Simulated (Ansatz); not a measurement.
TiO2 (Anatase):

```
CELL_PARAMETERS angstrom
-1.89210 1.89210 4.75730
1.89210 -1.89210 4.75730
1.89210 1.89210 -4.75730
ATOMIC_POSITIONS crystal
Ti 0.75000 0.25000 0.50000
Ti 0.00000 0.00000 0.00000
O 0.79190 0.79190 0.00000
O 0.54190 0.04190 0.50000
O 0.95810 0.45810 0.50000
O 0.20810 0.20810 0.00000
```

Below is the output of Ansatz 0.2.0 for this cell. Logs are shortened: lines on timing, memory, paths and dates and some standing lists are left out, and cuts for length are marked.

```text
Warning: RAYON_NUM_THREADS=2 ignored (pool sized by the plan → 2); use --threads N
basis.fft_grid_basis auto: the FFT boxes are laid along the combinations [[1, 0, 1], [0, 1, 1], [0, 0, 1]] of the cell's own vectors, 3.784, 3.784 and 5.458 Å long. The dense box has 27×27×40 points. Along the cell's own vectors, as sized, it would have 40×40×40, 2.19 times as many. Of the 16 symmetry operations that the crystal satisfies within crystal.symmetry.tolerance (time reversal apart; of a slab, those that keep its plane) the dense box along the cell's own vectors carries 16, and the one as laid loses 14 of those. basis.fft_grid_basis: typed keeps the cell's own vectors: state it where this run's energies or levels are differenced outside the engine with another run's, or held beside a run that keeps those vectors.
Engine: ansatz 0.2.0, x86_64-unknown-linux-gnu
Pseudopotentials: kind: paw
Pseudopotential: Ti, paw, valence charge 12, recommended cutoff 420 eV (normal), Ti.paw.azcp
Pseudopotential: O, paw, valence charge 6, recommended cutoff 420 eV (normal), O.paw.azcp
Functional definition: PBE
  parameter kappa = 0.804
  parameter beta = 0.06672455060314922
  exchange = pbe_x(kappa = kappa, mu = beta*pi^2/3)
  correlation = pbe_c(beta = beta)
Crystal: 6 atoms, lattice volume = 68.125 Å³
Basis set: ecut = 420 eV, 1315 PW (Γ), FFT grids on a1+a3, a2+a3, a3, exchange–correlation on 54×54×80 points (8 copies of the dense FFT grid, shifted against one another)
Bands: 30, of which v1, the nominal top of the filled ones, is band 24 counted from 1 (23 counted from 0)
Symmetry: 16 space group operations
Space group: I41/amd (ITA 141), of the structure as read, at distance tolerance 4.1e-5 Å
k-points: 102 of 1000
Non-local potential: Ti, projectors of the file, l = 0: 3, l = 1: 2, l = 2: 3, l = 3: 1
Non-local potential: O, projectors of the file, l = 0: 2, l = 1: 2, l = 2: 1
PAW form: soft (Blöchl's): semilocal exchange-correlation on the pseudo side does not see the compensation charge
PAW one-centre angular grid: Ti, 590 points (default); XC on 64 Gauss nodes
[... 101 lines left out ...]
  E_aug_tail   = 0.010154  (compensation charges beyond the density's cutoff)
  E_ewald      = -3289.996042
  E_smearing   = -0.000000  (= −TS)
  E_closure    = -0.000000  (closes the sum)
  Σ components = -7277.499890   (vs F -7277.499890, Δ=0.00e0)
--- Forces (eV/Å), atoms counted from 1 ---
  atom   1  Ti     0.00000000     0.00000000     0.00000000
  atom   2  Ti     0.00000000     0.00000000     0.00000000
  atom   3  O     -0.00000000     0.00000000    -0.00052376
  atom   4  O     -0.00000000     0.00000000    -0.00052376
  atom   5  O     -0.00000000     0.00000000     0.00052376
  atom   6  O     -0.00000000     0.00000000     0.00052376
  max |Σ_I F_I| component: 8.02e-18 eV/Å
--- Stress (GPa, compression-positive) ---
        0.002400       0.000000      -0.000000
        0.000000       0.002400      -0.000000
        0.000000       0.000000       0.048735
  P = ⅓ Tr σ = 0.0178 GPa (0.178 kbar)
--- Band table (eV; the first three rows and the last of 102) ---
  k-point 0: bands = ["-49.4279", "-49.3761", "-25.8684", "-25.6519", "-25.6519", "-25.5898", "-25.5898", "-25.5131", "-10.5811", "-9.5615", "-9.4877", "-9.1072", "3.0931", "3.1971", "3.1971", "3.5999", "4.9846", "4.9846", "5.0119", "6.1830", "6.1830", "6.1916", "6.5549", "6.5549", "9.1000", "9.7685", "10.9564", "10.9564", "10.9621", "10.9621"]
  k-point 1: bands = ["-49.4263", "-49.3770", "-25.8672", "-25.6683", "-25.6576", "-25.5991", "-25.5902", "-25.5102", "-10.4889", "-9.5068", "-9.4490", "-9.0833", "2.9979", "3.0813", "3.0874", "3.6144", "4.7916", "5.0734", "5.1216", "5.9641", "5.9830", "6.0961", "6.2379", "6.6699", "9.5085", "9.8311", "10.5335", "10.7384", "10.7949", "10.9076"]
  k-point 2: bands = ["-49.4216", "-49.3797", "-25.8640", "-25.7080", "-25.6721", "-25.6236", "-25.5890", "-25.5082", "-10.2344", "-9.3692", "-9.3427", "-9.0227", "2.6299", "2.8488", "3.0403", "3.7103", "4.3885", "4.8726", "5.0813", "5.3422", "5.4066", "5.8493", "6.3831", "6.7746", "9.8664", "10.0895", "10.2578", "10.5619", "10.6022", "11.0318"]
  k-point 101: bands = ["-49.4020", "-49.4020", "-25.6936", "-25.6936", "-25.6723", "-25.6723", "-25.5691", "-25.5691", "-10.0360", "-10.0360", "-9.3550", "-9.3550", "3.2747", "3.2747", "3.3454", "3.3454", "5.0061", "5.0061", "5.6455", "5.6455", "5.7415", "5.7415", "6.8736", "6.8736", "9.4234", "9.4234", "10.6847", "10.6847", "11.2434", "11.2434"]
--- Relaxed structure (5 steps of the walk, 5 accepted, 2 SCFs on fresh bases) ---
  F+E_penalty+E_count = -7277.49989020 eV   max|allowed force component| = 5.238e-4 eV/Å   (the final SCF, on the basis selected at the relaxed cell)
  cell:  # Å, volume = 69.9835 Å³
    - [-1.8996067929848701, 1.8996067929848701, 4.8485113884350595]
    - [1.8996067929848701, -1.8996067929848701, 4.8485113884350595]
    - [1.8996067929848701, 1.8996067929848701, -4.8485113884350595]
  atoms:
    - { symbol: Ti, position: [0.75, 0.25000000000000006, 0.5] }
    - { symbol: Ti, position: [-6.077409020441587e-20, -6.077409020441587e-20, 4.3869549403342565e-35] }
    - { symbol: O, position: [0.7935048805923058, 0.7935048805923058, 4.289574093345324e-34] }
    - { symbol: O, position: [0.543504880592306, 0.04350488059230585, 0.5000000000000001] }
    - { symbol: O, position: [0.9564951194076938, 0.456495119407694, 0.5] }
    - { symbol: O, position: [0.20649511940769413, 0.20649511940769413, 1.3150672855952043e-34] }
```

Q: What input gives this log?

A: Relaxation of cell and atoms with PBE, no spin polarisation. The files as run (others can give the same):

input.yaml
```yaml
crystal:
  lattice:
    - [-1.8921, 1.8921, 4.7573]
    - [1.8921, -1.8921, 4.7573]
    - [1.8921, 1.8921, -4.7573]
  atoms:
    - { symbol: Ti, position: [0.75, 0.25, 0.5] }
    - { symbol: Ti, position: [0.0, 0.0, 0.0] }
    - { symbol: O, position: [0.7919, 0.7919, 0.0] }
    - { symbol: O, position: [0.5419, 0.0419, 0.5] }
    - { symbol: O, position: [0.9581, 0.4581, 0.5] }
    - { symbol: O, position: [0.2081, 0.2081, 0.0] }
hamiltonian:
  xc: pbe
  pseudopotentials: { kind: paw }
kpoints:
  mp_grid: { grid: [10, 10, 10] }
scf:
  occupations: { method: fermi_dirac, width: 0.05 }
output:
  forces: true
  stress: true
  eigenvalues: true
relax:
  f_tol: 0.01
  max_steps: 40
  cell: { stress_tol: 0.05 }
```

Potentials or basis: Ansatz PAW.
Launch:
```console
$ ansatz run input.yaml --threads 2 --pin off --max-ram 5632MiB --backend cpu --events-out ev --progress --plain --runs-dir out
```

Caveat: the plane-wave basis is chosen anew once the cell has moved, so the energies of steps on either side of that aren't comparable; the pressure holds a Pulay correction of +0.7 GPa for the finite cutoff.
